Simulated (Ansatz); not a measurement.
# Equation of state of NaI under PBEsol

The structure is cubic, space group Fm-3m (No. 225). Conventional cell: a = 6.473 Å, b = 6.473 Å, c = 6.473 Å, α = 90.00°, β = 90.00°, γ = 90.00°. Around I (site symmetry m-3m) lie 6 Na at 3.24 Å. Na (site symmetry m-3m) has 6 I at 3.24 Å as nearest neighbours.

The cell was scaled at fixed shape and fractions and run with Ansatz, Ansatz PAW (files of its older set among them), cutoff 700 eV; PBEsol, k mesh 7 × 7 × 7 on the cell of 2 atoms, fermi-dirac occupations of 0.05 eV, no spin polarisation, no spin-orbit coupling. The potentials were made for PBE. Energies are those that the program minimises, any entropy of the smearing included.

```csv
V (Å³/atom),energy over the lowest row (meV/atom)
31.8650,1.469
32.5430,0.000
33.2210,0.098
33.8990,?
34.5770,4.312
35.2549,8.132
35.9329,12.924
```

Fit the third-order Birch-Murnaghan form, give V0, B0 and B′, and predict the energy left open.

With y = (V0/V)^(2/3), E = E0 + (9 V0 B0/16) [(y - 1)³ B′ + (y - 1)² (6 - 4y)]. Least squares through the rows shown give V0 = 32.8336 Å³/atom, E0 = -0.139 meV, B0 = 17.02 GPa (1 eV/Å³ = 160.218 GPa) and B′ = 4.78, with a largest miss of 0.002 meV. At V = 33.8990 the form with these constants gives 1.588 meV; the run gave 1.588 meV an atom. Other set-ups at this level, from all their volumes (Å³/atom, GPa): Ansatz, Ansatz PAW (made for PBE): V0 32.818, B0 17.04; Ansatz, JTH PAW (made for PBE): V0 33.007, B0 16.98; Ansatz, PseudoDojo standard (made for PBE): V0 32.787, B0 17.28; Ansatz, PseudoDojo stringent (made for PBE): V0 32.828, B0 17.03.
